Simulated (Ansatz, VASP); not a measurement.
# Sn in VASP and in Ansatz

```
Sn
1.0
    -1.87037    1.87037    1.87037
     1.87037   -1.87037    1.87037
     1.87037    1.87037   -1.87037
Sn
1
Cartesian
  0.0000 0.0000 0.0000
```

The cell was built by a generator and needn't be a form met in nature.

Alike in both runs: task single point; functional PBE0; k mesh 4 × 4 × 4; occupations fermi-dirac, width 0.0571 eV; no spin polarisation.

|  | VASP | Ansatz |
| --- | --- | --- |
| version | VASP 6.6.1 | Ansatz 0.2.0 |
| potentials or method | VASP PAW PBE potentials, release 64 (Sn_d) | PAW plane waves |
| plane-wave cutoff (eV) | 520 | 420 |
| valence electrons in the cell | 14 | 14 |

|  | VASP | Ansatz | Ansatz less VASP |
| --- | --- | --- | --- |
| pressure (GPa) | 1.5 | 1.7 | +0.25 |

Ansatz warned: «filled_band_counts_differ_across_k_points».

Caveats: the k mesh is coarse (spacing up to 0.59 Å⁻¹), so the values aren't converged, least of all with exact exchange; the PAW data sets were made with another functional, which shifts forces and pressure a little (VASP).
